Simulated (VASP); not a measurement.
# Tm: magnetic orders, part 3 of 3

Aim: compare collinear orders of Tm. The start is a cell from a database of measured crystal structures.

VASP 6.6.1, plane waves and PAW; the level of theory is named at each step.

So far, largest spin moment in the PAW sphere (μB): step 2 (magnetic order, start order fm, signs ++++, PBE, from parallel moments) 1.23; step 3 (magnetic order, start order AFM 1, signs ++--, PBE, from moments of both signs) 1.30; step 4 (magnetic order, start order AFM 2, signs +-+-, PBE, from moments of both signs) 1.30; step 5 (magnetic order, start order AFM 3, signs +--+, PBE, from moments of both signs) 1.31.

## 7. No spin polarisation

This step: PBE, no spin polarisation; plane waves and PAW (Tm) (VASP 6.6.1).

A run without spin shows what magnetism as such gains.

Input file INCAR:

```
SYSTEM = Tm
PREC = Accurate
ENCUT = 420
EDIFF = 1E-06
NELM = 150
ISMEAR = 1
SIGMA = 0.1
LREAL = .FALSE.
ALGO = Normal
GGA = PE
NBANDS = 57
LASPH = .TRUE.
LORBIT = 11
LWAVE = .FALSE.
LCHARG = .FALSE.
AMIX = 0.2
BMIX = 1E-04
AMIX_MAG = 0.8
BMIX_MAG = 1E-04
```

Input file POSCAR:

```
Tm
1.0
    7.0750000000      0.0000000000      0.0000000000
   -1.7687500000      3.0635648659      0.0000000000
    0.0000000000      0.0000000000      5.5546000000
Tm
4
Direct
    0.3333333334      0.3333333333      0.7500000000
    0.8333333334      0.3333333333      0.7500000000
    0.1666666666      0.6666666667      0.2500000000
    0.6666666667      0.6666666667      0.2500000000
```

Input file KPOINTS:

```
Automatic mesh
0
Gamma
6 6 3
0 0 0
```

Potentials, in the order of the species: Tm (PBE family, release 64).

Started as:

```sh
> mpirun -np 1 vasp_std
```

Log:

```text
[... set-up lines as in an earlier step ...]
 entering main loop
       N       E                     dE             d eps       ncg     rms          rms(c)
DAV:   1     0.102543138965E+04    0.10254E+04   -0.20774E+04  5304   0.791E+03
DAV:   2     0.281404704192E+03   -0.74403E+03   -0.67953E+03  5756   0.146E+03
DAV:   3     0.461147926577E+02   -0.23529E+03   -0.22909E+03  4520   0.355E+02
DAV:   4    -0.715679540226E+00   -0.46830E+02   -0.45642E+02  6192   0.150E+02
[...]
DAV:   8    -0.328663320207E+02    0.56343E+01   -0.13548E+01  6432   0.399E+01    0.428E+01
DAV:   9    -0.194517212493E+02    0.13415E+02   -0.14728E+02  4800   0.113E+02    0.744E+01
DAV:  10    -0.178290800347E+02    0.16226E+01   -0.14477E+01  7184   0.569E+01    0.554E+01
[... 130 further cycles ...]
DAV: 141    -0.152922463349E+02    0.40559E+00   -0.10166E+00  5522   0.364E+01    0.339E+00
DAV: 142    -0.156157990355E+02   -0.32355E+00   -0.91236E+00  5147   0.427E+01    0.361E+00
DAV: 143    -0.153284475966E+02    0.28735E+00   -0.14226E+00  4955   0.363E+01    0.355E+00
DAV: 144    -0.155834670471E+02   -0.25502E+00   -0.83530E+00  4866   0.404E+01    0.356E+00
[...]
DAV: 148    -0.155475191594E+02   -0.29977E+00   -0.86069E+00  5041   0.386E+01    0.347E+00
DAV: 149    -0.152058710267E+02    0.34165E+00   -0.63561E-01  4871   0.301E+01    0.376E+00
DAV: 150    -0.155306357943E+02   -0.32476E+00   -0.85084E+00  5104   0.381E+01
 [... a notice as in an earlier step ...]

   1 F= -.15530636E+02 E0= -.15516351E+02  d E =-.428535E-01
```

The job ended after 14 min (1 MPI rank of Intel Xeon 6975P-C (Granite Rapids), shared host; peak memory 0.27 GiB).

OUTCAR, selected parts (step 7):

```text
 k-point     1 :       0.0000    0.0000    0.0000
  band No.  band energies     occupation
    ...
     45       2.1247      1.53921
     46       2.1316      1.44059
     47       2.1442      1.24229
     48       2.1741      0.74283
     49       2.1800      0.64731
     50       2.6533     -0.00000
     51       3.6395     -0.00000
     52       4.5506      0.00000
     53       4.7912      0.00000
     54       5.1387      0.00000
    ...

  Total       -1.7386953      4.4075810    -37.5489617     -5.3228314      0.0000000      0.0000000
  in kB      -23.1381024     58.6549373   -499.6917741    -70.8348503      0.0000000      0.0000000
  external PRESSURE =    -154.7249797 kB  Pullay stress =       0.0000000 kB

 POSITION                                       TOTAL-FORCE (eV/Angst)
 -----------------------------------------------------------------------------------
      1.76875      1.02119      4.16595         0.020186      0.011654     -0.000000
      5.30625      1.02119      4.16595         0.020186      0.011654     -0.000000
     -0.00000      2.04238      1.38865        -0.020186     -0.011654      0.000000
      3.53750      2.04238      1.38865        -0.020186     -0.011654      0.000000
 -----------------------------------------------------------------------------------
    total drift:                                0.000001      0.000002     -0.000001

  FREE ENERGIE OF THE ION-ELECTRON SYSTEM (eV)
  ---------------------------------------------------
  free  energy   TOTEN  =       -15.5306357943 eV

  energy  without entropy=      -15.4877823082  energy(sigma->0) =      -15.51635130

[... 8 parts as in an earlier step ...]

[... 11 further parts left out ...]
[key lines of the parts left out:]
E-fermi :   2.1587
```

The electronic loop did not meet EDIFF within NELM cycles, so this run is left out of the comparison.

## 8. Summary

This step: collinear magnetic orders, PBE; plane waves and PAW (VASP 6.6.1).

This step runs nothing: it gathers the runs above.

This step gave:

* mean moment in the lowest run: 1.231 μB
* constant fitted for the nearest pairs: 0.5728 meV

Orders, by row:

| order | signs | energy above the lowest (meV/magnetic atom) | total moment (μB) | mean moment on carriers (μB) | gap on the mesh (eV) | signs at the end, of the atoms given a moment |
| --- | --- | --- | --- | --- | --- | --- |
| fm | ++++ | 0 | 4.438 | 1.231 | 0 | ++++ |
| afm 1 | ++-- | 6.14 | 0 | 1.305 | 0 | ++-- |
| afm 2 | +-+- | 6.83 | 0 | 1.298 | 0 | +-+- |
| afm 3 | +--+ | 5.27 | 0 | 1.308 | 0 | +--+ |

E = E0 - sum over pairs, each once, of J e_i.e_j with unit vectors; J > 0 favours parallel moments; fitted to the orders that kept their signs. Exchange, by row:

| pair | distance, in the start or the relaxed cell (Å) | J (meV) |
| --- | --- | --- |
| Tm-Tm | 3.45 | 0.573 |
| Tm-Tm | 3.54 | 0.744 |
| Tm-Tm | 4.94 | 0.451 |

## 9. Outcome

```
mean moment in the lowest run         : 1.23 μB
constant fitted for the nearest pairs : 0.573 meV
```

The 4f electrons of Tm run in the valence without U or exact exchange, which tends to pin them at the Fermi level with wrong fillings; moments, orders and energies that hang on them are not reliable. In 3 of the runs the charge density had not settled when EDIFF was met, so their numbers are doubtful. The lowest run started as fm and holds 1.23 μB on average over the atoms that were given a moment; the next state, from afm 3, lies 5.3 meV a magnetic atom higher. It ends with the signs ++++ and a net moment of 4.44 μB a cell: the moments given at the start all parallel. All states stand under about 2.6 GPa at this cell, which can move the order. The fit has as many unknowns as energies, so it is exact by construction; shells that turn over together are lumped into one constant, and others are left out. On this k mesh the moments and energy differences of a metal are not converged, and no denser mesh was tried, so the order found is tentative. The order ferri 4 ran without a converged result and may lie lower. No other collinear orders were tried, and their comparison leaves spin-orbit coupling out.

[Lines on the potential files, build, host, timing and source positions are cut from VASP's logs without a mark.]

[Logs are printed without paths, hosts, clocks, repeated set-up lines and the standing remarks that a program may print on its own settings, such as how far it seeks lower states.]

[Hosts, paths, dates, database ids (printed as entryN), source tags and the programs' standing remarks are cut or masked in the printed files.]

[In band tables of VASP the shares of atoms and orbitals are scaled to a sum of 1 inside the atoms' spheres.]

[Runs that stopped without an error message from VASP are left out.]
